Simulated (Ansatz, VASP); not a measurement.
**InP: VASP beside Ansatz**

The input POSCAR:

```
InP
1.0
    0.0000000000      2.9519763900      2.9519763900
    2.9519763900      0.0000000000      2.9519763900
    2.9519763900      2.9519763900      0.0000000000
In P
1 1
Direct
    0.0000000000      0.0000000000      0.0000000000
    0.7500000000      0.7500000000      0.7500000000
```

Contents of INCAR.step1:

```
PREC     = Accurate       # precision mode
ENCUT    = 520            # plane-wave cutoff, eV
ISMEAR   = 0              # smearing method
SIGMA    = 0.1            # smearing width, eV
LREAL    = False          # projectors in reciprocal space
LASPH    = True           # aspherical terms in the spheres
NELM     = 100            # most SCF steps
NBANDS   = 16             # bands
GGA      = PE             # functional
ALGO     = Normal         # electronic algorithm
EDIFF    = 1E-4           # SCF threshold, eV
LWAVE    = True           # write WAVECAR
LCHARG   = False          # write CHGCAR
```

File INCAR.step2:

```
PREC     = Accurate       # precision mode
ENCUT    = 520            # plane-wave cutoff, eV
EDIFF    = 1E-6           # SCF threshold, eV
ISMEAR   = 0              # smearing method
SIGMA    = 0.1            # smearing width, eV
LREAL    = False          # projectors in reciprocal space
LASPH    = True           # aspherical terms in the spheres
NELM     = 100            # most SCF steps
ALGO     = Normal         # electronic algorithm
ISIF     = 2              # what is computed and relaxed
LWAVE    = False          # write WAVECAR
LCHARG   = False          # write CHGCAR
METAGGA  = R2SCAN         # meta-GGA
LMIXTAU  = True         
NBANDS   = 16             # bands
ISTART   = 1
```

Contents of KPOINTS:

```
Automatic mesh
0
Gamma
  6 6 6
```

Input for Ansatz:

```yaml
crystal:
  lattice:
    - [0.0, 2.95197639, 2.95197639]
    - [2.95197639, 0.0, 2.95197639]
    - [2.95197639, 2.95197639, 0.0]
  atoms:
    - { symbol: In, position: [0.0, 0.0, 0.0] }
    - { symbol: P, position: [0.75, 0.75, 0.75] }
basis:
  ecutwfc: 500
kpoints:
  mp_grid: { grid: [6, 6, 6] }
hamiltonian:
  xc: r2scan
  pseudopotentials: { kind: paw, azcp: { folder: soft_1 } }
scf:
  occupations: { method: gaussian, width: 0.1 }
output:
  forces: true
  stress: true
  eigenvalues: true
```

The cell is a database's computed one.

Alike in both runs: task single point; functional r2SCAN; k mesh 6 × 6 × 6; occupations gaussian, width 0.1 eV; no spin polarisation.

```csv
,VASP,Ansatz
version,VASP 6.6.1,Ansatz 0.2.0
potentials or method,"VASP PAW PBE potentials, release 64 (In_d, P)","scalar-relativistic, plane waves, PAW"
plane-wave cutoff (eV),520,500
valence electrons in the cell,18,18
```

```tsv
	VASP	Ansatz	Ansatz less VASP
gap on the k mesh at the Fermi level (eV)	1.04	1.03	-0.008
least direct gap on the mesh (eV)	1.04	1.03	-0.008
pressure (GPa)	0.0	0.1	+0.12
```

Caveats: the PAW data sets were made with another functional, which shifts forces and pressure a little (VASP); spin-orbit coupling is left out, which moves the levels of the heavy elements. r2SCAN opens gaps a little over a GGA but as a rule still falls short of measured ones.
